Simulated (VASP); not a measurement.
Tc under changes of volume

One of the cells (14.583 Å³/atom); the others are scaled copies at fixed shape and fractional positions:

```xyz
2
Lattice="2.7581 0.0000 0.0000 -1.3791 2.3886 0.0000 0.0000 0.0000 4.4271" Properties=species:S:1:pos:R:3 pbc="T T T"
Tc    1.3791    0.7962    3.3203
Tc    0.0000    1.5924    1.1068
```

| Item | Value |
| --- | --- |
| Program | VASP 6.6.1 |
| Functional | PBE |
| Potentials or basis | VASP PAW PBE potentials, release 64 (Tc_pv) |
| Cutoff | 520 eV |
| k mesh | 11 × 11 × 6 |
| Occupations | fermi-dirac, width 0.05 eV |
| Spin | no spin polarisation |

```csv
volume (Å³/atom),energy over the lowest point (meV/atom),pressure (GPa)
13.440,67.83,24.3
13.726,31.51,16.1
14.011,?,?
14.583,0.00,-3.6
14.869,11.00,-8.9
15.155,30.98,-13.6
```

Question: What does the run at 14.011 Å³/atom give?

Answer: Energy over the lowest point 9.04 meV/atom; pressure 8.8 GPa.

Worked out: A Birch-Murnaghan fit of order 3 (a polynomial in V^(-2/3)) to the other rows has its minimum at 14.41 Å³/atom with B0 = V·E''(V) = 301 GPa and B' = 4.5 at fixed shape and positions, which overstates the stiffness. It gives 9.09 meV/atom at 14.011 Å³/atom, against the run's 9.04, and -dE/dV = 9.0 GPa, against 8.8.

Energies are extrapolated to zero smearing.
